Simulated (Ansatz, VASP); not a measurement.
**Two plane-wave programs on Te2Mo**

```
Mo Te
1.0
     3.51820    0.00000    0.00000
    -1.75910    3.04685    0.00000
     0.00000    0.00000   18.00000
Mo Te
1 2
Cartesian
  0.0000 0.0000 9.0000
  0.0000 2.0312 10.7930
  0.0000 2.0312 7.2070
```

Alike in both runs: functional PBEsol; k mesh 12 × 12 × 1; occupations gaussian, width 0.05 eV; no spin polarisation.

Ansatz relaxed the structure, and its values are those at the end. VASP's run is a single point on that final structure, the one shown.

|  | VASP | Ansatz |
| --- | --- | --- |
| version | VASP 6.6.1 | Ansatz 0.2.0 |
| potentials or method | VASP PAW PBE potentials, release 64 (Mo_sv, Te) | scalar-relativistic, plane waves, PAW |
| plane-wave cutoff (eV) | 520 | 420 |
| valence electrons in the cell | 26 | 46 |

```tsv
	VASP	Ansatz	Ansatz less VASP
rms of the force components (eV/Å)	0.014	0.000	-0.0143
```

With one functional, cell and mesh, what is left measures potentials, basis and numerics. The two sets of potentials don't hold the same shells in valence. Ansatz warned: «structure_snapped_to_symmetry».

Caveats: the PAW data sets were made with another functional, which shifts forces and pressure a little (VASP).
